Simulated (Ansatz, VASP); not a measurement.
# KBr: 3 runs at one level of theory

The starting cell:

```
Br K
1.0
     0.00000    3.30000    3.30000
     3.30000    0.00000    3.30000
     3.30000    3.30000    0.00000
Br K
1 1
Direct
  0.50000 0.50000 0.50000
  0.00000 0.00000 0.00000
```

Alike in all runs: task relaxation of cell and atoms; functional revPBE; k mesh 7 × 7 × 7; occupations fermi-dirac, width 0.05 eV; no spin polarisation; no spin-orbit coupling.

| program and potentials | plane-wave cutoff (eV) | notes | equilibrium volume (Å³/atom) |
| --- | --- | --- | --- |
| Ansatz, Ansatz PAW | 420 | potentials made for PBE, which Ansatz adapts in part | 40.94 |
| Ansatz, all-electron LAPW, scalar-relativistic | - | - | 40.92 |
| VASP, PBE PAW files Br, K_sv, 600 eV | 600 | potentials made for PBE | 40.97 |

The equilibrium volume spans 40.92 (Ansatz, all-electron LAPW, scalar-relativistic) to 40.97 Å³/atom (VASP, PBE PAW files Br, K_sv, 600 eV), with all-electron results at 40.92. Some sets were made for another functional than the one run, which can shift their rows. Relaxations stop with a little pressure left, so the last digit of a volume isn't settled.

The functional is the same throughout but for its coding, so the spread measures potentials, basis and numerics; runs on potential files found faulty are left out.
